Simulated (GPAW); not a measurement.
# CoO (Fm-3m) in GPAW: a series of runs, part 2 of 2

GPAW 26.7.0. The steps go on from the part before.

## Step 3: Single point, PBE, collinear spin, ferromagnetic start

Contents of run.py:

```python
from ase.dft.bandgap import bandgap
from ase.io import read, write
from ase.units import GPa
from gpaw import GPAW, PW

atoms = read('CoO.xyz')
atoms.set_initial_magnetic_moments([2.0, 0.0])

calc = GPAW(mode=PW(800),
            xc='PBE',
            kpts={'size': (11, 11, 11), 'gamma': True},
            occupations={'name': 'methfessel-paxton', 'order': 0, 'width': 0.026000000000000002},
            nbands=17,
            convergence={'density': 1e-05, 'energy': 1e-05},
            maxiter=150,
            txt='gpaw.txt')
atoms.calc = calc
energy = atoms.get_potential_energy()
forces = atoms.get_forces()
stress = atoms.get_stress()
calc.write('gs.gpw')
write('result.traj', atoms)
print(f'Energy: {energy:.6f} eV')
print('Forces (eV/A):')
print(forces.round(4))
print('Stress (GPa):', (stress / GPa).round(3))
print('Moments:', calc.get_magnetic_moments().round(3))
print('Fermi level:', round(calc.get_fermi_level(), 4), 'eV')
print(f'Gap: {bandgap(calc)[0]:.4f} eV, direct: {bandgap(calc, direct=True)[0]:.4f} eV')
```

Contents of CoO.xyz:

```xyz
2
Lattice="0.0000000000 2.1315000000 2.1315000000 2.1315000000 0.0000000000 2.1315000000 2.1315000000 2.1315000000 0.0000000000" Properties=species:S:1:pos:R:3 pbc="T T T"
Co     0.0000000000      0.0000000000      0.0000000000
O      2.1315000000      2.1315000000      2.1315000000
```

Potentials or basis: GPAW PAW data sets (gpaw-data 1.2.1), pw.

Command:

```
> OMP_NUM_THREADS=1 python run.py
```

gpaw.txt:

```text
__  _  _
 | _ |_)|_||  |
 |__||  | ||/\| - 26.7.0

Input parameters:
  mode=PW(ecut=800.0),
  convergence={'density': 1e-05, 'energy': 1e-05},
  kpts=MonkhorstPack(size=(11, 11, 11), gamma=True),
  maxiter=150,
  nbands=17,
  occupations=Occupations(name='methfessel-paxton', order=0, width=0.026000000000000002),
  xc=XC(name='PBE')

Diagonalizing LCAO Hamiltonian
Converting LCAO to pw mode

              O

       Co

Atoms  # Å, Bohr magnetons
|   | symbol |        x |        y |        z |    initial magnetic moments |
|---|--------|----------|----------|----------|-----------------------------|
| 0 |     Co | 0.000000 | 0.000000 | 0.000000 | ( 0.0000,  0.0000,  2.0000) |
| 1 |      O | 2.131500 | 2.131500 | 2.131500 | ( 0.0000,  0.0000,  0.0000) |

Unit cell  # Å
| periodic |        x |        y |        z |  lengths |    angles |
|----------|----------|----------|----------|----------|-----------|
|      yes | 0.000000 | 2.131500 | 2.131500 | 3.014396 | 60.000000 |
|      yes | 2.131500 | 0.000000 | 2.131500 | 3.014396 | 60.000000 |
|      yes | 2.131500 | 2.131500 | 0.000000 | 3.014396 | 60.000000 |

Number of symmetries: 48
Symmetry operations  # r_c * U_cc + t_c -> r_c
|    | kind |            matrix            |
|----|------|------------------------------|
|  0 |  σ   |  1, 0, 0,  1, 0,-1,  1,-1, 0 |
|  1 |  C2  |  1, 0, 0,  1,-1, 0,  1, 0,-1 |
|  2 |  E   |  1, 0, 0,  0, 1, 0,  0, 0, 1 |
|  3 |  σ   |  1, 0, 0,  0, 0, 1,  0, 1, 0 |
|  4 |  C4  |  1, 0,-1,  1, 0, 0,  1,-1, 0 |
|  5 |  S6  |  1, 0,-1,  1,-1, 0,  1, 0, 0 |
[... 187 lines left out ...]
|iter:  10| |  -14.467171 | -5.39 | -2.95 |  +2.9824|
|iter:  11| |  -14.467181c| -6.12 | -3.32 |  +2.9822|
|iter:  12| |  -14.467185c| -7.47c| -4.08 |  +2.9841|
|iter:  13| |  -14.467184c| -8.11c| -4.36 |  +2.9833|
|iter:  14| |  -14.467185c| -7.93c| -4.73 |  +2.9836|
|iter:  15| |  -14.467185c| -8.86c| -5.73c|  +2.9836|

Converged in 15 steps
Energy contributions relative to reference atoms: (reference = -39943.562207)

Energy contributions:
  Kinetic:          27.365615
  Coulomb:         -23.998381
  Zero:              0.105729
  External:          0.000000
  Xc:              -17.939564
  Entropy:          -0.001168
  Spinorbit:         0.000000
  ----------------------------
  Free energy:     -14.467769
  Extrapolated:    -14.467185

dipole moment: (-11.347983, -11.347983, -11.347983)  # |e|*Ang

Total magnetic moment: (0.000000, 0.000000, 2.983567)

Local magnetic moments
|        x |        y |        z |
|----------|----------|----------|
| 0.000000 | 0.000000 | 2.562885 |  # Co   0
| 0.000000 | 0.000000 | 0.247643 |  # O    1

Fermi level: 8.765
Eigenvalues  # (at kpt = [0.000, 0.000, 0.000])
| band index |      eig [eV] | occ [0-1] |      eig [eV] | occ [0-1] |
|------------|---------------|-----------|---------------|-----------|
|          0 |       -11.515 |     1.000 |       -10.994 |     1.000 |
|          1 |         5.432 |     1.000 |         6.124 |     1.000 |
|          2 |         5.432 |     1.000 |         6.124 |     1.000 |
|          3 |         5.542 |     1.000 |         6.124 |     1.000 |
|          4 |         5.542 |     1.000 |         7.644 |     1.000 |
|          5 |         5.542 |     1.000 |         7.644 |     1.000 |
[... 9 lines left out ...]
|         15 |        29.956 |     0.000 |        30.969 |     0.000 |
|         16 |        29.956 |     0.000 |        30.969 |     0.000 |

No gap
No difference between direct/indirect transitions

Forces  # eV/Ang
|       x |        y |        z |
|---------|----------|----------|
| 0.00000 |  0.00000 | -0.00000 |  # Co   0
| 0.00000 | -0.00000 |  0.00000 |  # O    1

Stress tensor  # eV/Ang^3
|        x |         y |         z |
|----------|-----------|-----------|
| 0.006745 |  0.000000 |  0.000000 |
| 0.000000 |  0.006745 | -0.000000 |
| 0.000000 | -0.000000 |  0.006745 |

# Writing to gs.gpw (mode='')
```

Run time: 18 s. Hardware: 1 thread of AMD EPYC 9R45 (Zen 5), shared host; peak memory 0.18 GiB.

Results:

```yaml
Free_energy: -14.4678 eV
Pressure: -1.1 GPa
Band_gap_on_the_k_mesh: none (metal or under the smearing width)
Net_moment: 2.98 μB per cell
Site_moments: Co +2.56; O +0.25 μB
```

Caveat: a cell with one magnetic atom can't hold antiferromagnetic order, which such compounds often take; semilocal functionals often make such compounds metallic where correlation or magnetic order opens a gap, which also shifts bond lengths. With open d or f shells a metallic result of PBE can be an artefact of self-interaction; +U or a hybrid may open a gap.

## Step 4: Single point, PBE, collinear spin, ferromagnetic start

Edit run.py of step 3 so:

```diff
@@ -11,3 +11,3 @@
             kpts={'size': (11, 11, 11), 'gamma': True},
-            occupations={'name': 'methfessel-paxton', 'order': 0, 'width': 0.026000000000000002},
+            occupations={'name': 'methfessel-paxton', 'order': 0, 'width': 0.027000000000000003},
             nbands=17,
```

CoO.xyz is that of step 3.

Command:

```
> OMP_NUM_THREADS=1 python run.py
```

It took 17 s on 1 thread of AMD EPYC 9R45 (Zen 5), shared host; peak memory 0.18 GiB.

Results (log left out):

| Item | Value |
| --- | --- |
| Free energy | -14.4678 eV |
| Pressure | -1.1 GPa |
| Band gap on the k mesh | none (metal or under the smearing width) |
| Net moment | 2.98 μB per cell |
| Site moments | Co +2.56; O +0.25 μB |

Levels at points of the mesh, in eV from the Fermi level:
Spin up:
| k point | band 7 | band 8 | band 9 | band 10 | band 11 | band 12 |
| --- | --- | --- | --- | --- | --- | --- |
| (0.00, 0.00, 0.00) | -3.15 | -3.15 | -3.15 | 0.82 | 16.75 | 17.92 |
Spin down:
```csv
k point,band 2,band 3,band 4,band 5,band 6,band 7,band 8,band 9,band 10,band 11
"(0.00, 0.00, 0.00)",-2.64,-2.64,-2.64,-1.12,-1.12,-1.12,0.06,0.06,1.38,16.62
```

Caveat: a cell with one magnetic atom can't hold antiferromagnetic order, which such compounds often take; semilocal functionals often make such compounds metallic where correlation or magnetic order opens a gap, which also shifts bond lengths.

## Step 5: Single point, PBE, collinear spin, ferromagnetic start

Edit run.py of step 4 so:

```diff
@@ -11,3 +11,3 @@
             kpts={'size': (11, 11, 11), 'gamma': True},
-            occupations={'name': 'methfessel-paxton', 'order': 0, 'width': 0.027000000000000003},
+            occupations={'name': 'methfessel-paxton', 'order': 0, 'width': 0.028000000000000004},
             nbands=17,
```

CoO.xyz is that of step 4.

Command:

```
> OMP_NUM_THREADS=1 python run.py
```

Run time: 18 s. Hardware: 1 thread of AMD EPYC 9R45 (Zen 5), shared host; peak memory 0.18 GiB.

It converged, with:

```yaml
Free_energy: -14.4679 eV
Pressure: -1.1 GPa
Band_gap_on_the_k_mesh: none (metal or under the smearing width)
Net_moment: 2.98 μB per cell
Site_moments: Co +2.56; O +0.25 μB
```

Levels at points of the mesh, in eV from the Fermi level:
Spin up:
```
           k point  band 5  band 6  band 7  band 8  band 9  band 10  band 11  band 12  band 13
(0.00, 0.00, 0.00)   -3.22   -3.22   -3.15   -3.15   -3.15     0.82    16.75    17.92    17.92
```
Spin down:
```tsv
k point	band 2	band 3	band 4	band 5	band 6	band 7	band 8	band 9	band 10	band 11
(0.00, 0.00, 0.00)	-2.64	-2.64	-2.64	-1.12	-1.12	-1.12	0.06	0.06	1.38	16.62
```

Caveat: a cell with one magnetic atom can't hold antiferromagnetic order, which such compounds often take; semilocal functionals often make such compounds metallic where correlation or magnetic order opens a gap, which also shifts bond lengths. With open d or f shells a metallic result of PBE can be an artefact of self-interaction; +U or a hybrid may open a gap.

## Step 6: Overview

| smearing | gap on the mesh (eV) | pressure (GPa) | moment (μB) |
| --- | --- | --- | --- |
| gaussian 0.025 eV | none | -1.1 | 2.98 |
| gaussian 0.026 eV | none | -1.1 | 2.98 |
| gaussian 0.027 eV | none | -1.1 | 2.98 |
| gaussian 0.028 eV | none | -1.1 | 2.98 |

Alike in all rows: task single point; level PBE; potentials or basis GPAW PAW data sets (gpaw-data 1.2.1), pw; spin collinear, ferromagnetic start; cell as given; k mesh 11 × 11 × 11; cutoff (eV) 800.

Every run on the cell as given and a fine mesh finds a metal.

Caveats: a cell with one magnetic atom can't hold antiferromagnetic order, which such compounds often take; semilocal functionals often make such compounds metallic where correlation or magnetic order opens a gap, which also shifts bond lengths.

Absolute energies hang on the potentials; compare differences alone.
